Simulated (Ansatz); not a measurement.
PbTe in the h-MgO-type structure was relaxed with 5 functionals in the PAW code Ansatz, cell and atoms free, the symmetry of the start kept (meshes: PBE 6×6×4, r2SCAN 6×6×4, PBEsol 6×6×4, LDA 6×6×4, HSE06 6×6×2). The calculation is spin-unpolarised, and the structure need not be a phase that has been made.

The PBE result:
```cif
data_structure
_symmetry_space_group_name_H-M 'P6_3/mmc'
_symmetry_Int_Tables_number 194
_cell_length_a 5.5276
_cell_length_b 5.5276
_cell_length_c 6.6182
_cell_angle_alpha 90.000
_cell_angle_beta 90.000
_cell_angle_gamma 120.000
_cell_volume 175.12
loop_
_atom_site_label
_atom_site_type_symbol
_atom_site_symmetry_multiplicity
_atom_site_Wyckoff_symbol
_atom_site_fract_x
_atom_site_fract_y
_atom_site_fract_z
_atom_site_occupancy
Pb1 Pb 2 c 0.33333 0.66667 0.25000 1
Te1 Te 2 d 0.66667 0.33333 0.25000 1
```

The symmetry is P6_3/mmc (No. 194, hexagonal); conventional cell a = 5.528 Å, c = 6.618 Å, 43.78 Å³ an atom. Pb has 5 Te at 3.19–3.31 Å; Te has 5 Pb at 3.19–3.31 Å.

Task: How does the cell change with PBEsol?

Result: a = 5.434 Å, c = 6.494 Å; the volume differs by -5.2 % from PBE's. Pb is surrounded by 5 Te at 3.14–3.25 Å; Te is surrounded by 5 Pb at 3.14–3.25 Å.

Task: What lattice does HSE06 give?

Result: a = 5.443 Å, c = 6.787 Å; the volume differs by -0.6 % from PBE's. Around Pb lie 5 Te at 3.14–3.39 Å; around Te lie 5 Pb at 3.14–3.39 Å.

Task: Held at the r2SCAN cell, what mean stress do LDA and PBE find, and does its sign point to their own minimum?

Result: Yes. LDA -2.15 GPa, and its relaxed volume is -6.6 % from r2SCAN's; PBE +0.56 GPa, and its relaxed volume is +1.7 % from r2SCAN's. Compression counts positive, so a positive stress asks for a larger cell.
